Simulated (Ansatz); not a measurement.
# SnO: the cost of one run

Computed with Ansatz 0.2.0 (DFT LDA+D3(BJ), scalar-relativistic, plane waves, PAW, unless a step's input says otherwise).

2 further runs of the same task are left out: 2 set aside as unsound or not needed.

## Step 1: The system as given

It takes space group Pmn2_1 (No. 31, orthorhombic). The conventional cell has a = 3.355 Å, b = 5.674 Å, c = 4.222 Å, α = 90.00°, β = 90.00°, γ = 90.00°. Around Sn (site symmetry m) lie 3 O at 2.15 to 2.16 Å. Around O (site symmetry m) lie 3 Sn at 2.15 to 2.16 Å.

Coordinates:

```
CELL_PARAMETERS angstrom
3.35500 0.00000 0.00000
0.00000 5.67410 0.00000
0.00000 0.00000 4.22197
ATOMIC_POSITIONS crystal
Sn 0.00000 0.23191 0.51314
Sn 0.50000 0.76809 0.01314
O 0.00000 0.89125 0.73686
O 0.50000 0.10875 0.23686
```

The structure comes from the Materials Project (structure only).

## Step 6: Plan of the scan

The energy is mapped over two homogeneous strains (x along [1 0 0], y along [0 1 0], z along [0 0 1] of the conventional cell).

The axes are (1) engineering shear strain xy: 5 values from −8 to 8 %; (2) equal normal strain along x and y: 5 values from −11.0 %.

Nothing else is relaxed (fractional coordinates fixed). Energies count from the relaxed crystal. Points are written as (first, second).

(The set-up runs are not shown.)

## Step 7: The run at (−8 %, −11.0 %)

Input file input.yaml:

```yaml
crystal:
  lattice:
    - [2.9087028428, -0.1307282177, 0.0]
    - [-0.2225018084, 4.950665237, 0.0]
    - [0.0, 0.0, 3.5275348367]
  atoms:
    - { symbol: Sn, position: [0.0, 0.2436854537, 0.5469867695] }
    - { symbol: Sn, position: [0.5, 0.7563145463, 0.0469867695] }
    - { symbol: O, position: [0.0, 0.8761762596, 0.7030142305] }
    - { symbol: O, position: [0.5, 0.1238237404, 0.2030142305] }
basis:
  ecutwfc: 520.0
kpoints:
  mp_grid: { grid: [8, 6, 8] }
hamiltonian:
  xc: lda
  pseudopotentials: { kind: paw, azcp: { folder: soft_1 } }
  dispersion: d3bj
scf:
  occupations: { method: gaussian, width: 0.05 }
output:
  forces: true
  stress: true
  eigenvalues: true
```

Launch:

```sh
$ ansatz run input.yaml --threads 1 --pin off --max-ram 2048MiB --backend cpu --events-out ev --progress --plain --runs-dir out
```

**Question.** How long does this run take on 1 thread of Arm Neoverse N1, shared host, and how much memory does it need?

About 41 s, with a peak of 0.45 GiB.
